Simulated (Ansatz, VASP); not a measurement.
## Two plane-wave programs on Ta

```
CELL_PARAMETERS angstrom
-1.60638 1.60638 1.60638
1.60638 -1.60638 1.60638
1.60638 1.60638 -1.60638
ATOMIC_POSITIONS crystal
Ta 0.00000 0.00000 0.00000
```

Alike in both runs: functional PBEsol; k mesh 24 × 24 × 24; occupations fermi-dirac, width 0.1 eV; no spin polarisation.

Ansatz relaxed the structure, and its values are those at the end. VASP's run is a single point on that final structure, the one shown.

|  | VASP | Ansatz |
| --- | --- | --- |
| version | VASP 6.6.1 | Ansatz 0.2.0 |
| potentials or method | VASP PAW PBE potentials, release 64 (Ta_pv) | PAW with Ansatz's default frozen-core files, scalar-relativistic |
| plane-wave cutoff (eV) | 520 | 420 |
| valence electrons in the cell | 11 | 13 |

```tsv
	VASP	Ansatz	Ansatz less VASP
pressure (GPa)	15.3	15.0	-0.34
```

The functional is the same, so the differences come from potentials, cutoffs and numerics. The two sets of potentials don't hold the same shells in valence.

Caveats: so large a pressure means that the cell lies far from this level's equilibrium, or that cutoff or potentials fall short (VASP); the potentials were made for another functional, which shifts forces and pressure (VASP). The runs have no spin-orbit coupling, so splittings on Ta are missing.
